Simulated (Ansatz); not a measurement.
Structure types of W were relaxed at one common pressure (all-electron LAPW in Ansatz 0.2.0 under PBE, scalar-relativistic, no spin polarisation, zero temperature). They take these volumes:

| type | space group | V (Å³/atom) |
| --- | --- | --- |
| fcc | Fm-3m | 13.16 |
| bcc | Im-3m | 13.08 |
| hcp | P6_3/mmc | 13.18 |
| simple hexagonal | P6/mmm | 13.61 |
| omega | P6/mmm | 13.22 |
| sc | Pm-3m | 14.13 |

Q: At about which pressure, and is the densest type also the lowest in enthalpy?

A: 97 GPa. The densest is bcc, and it is also the lowest in enthalpy among these.
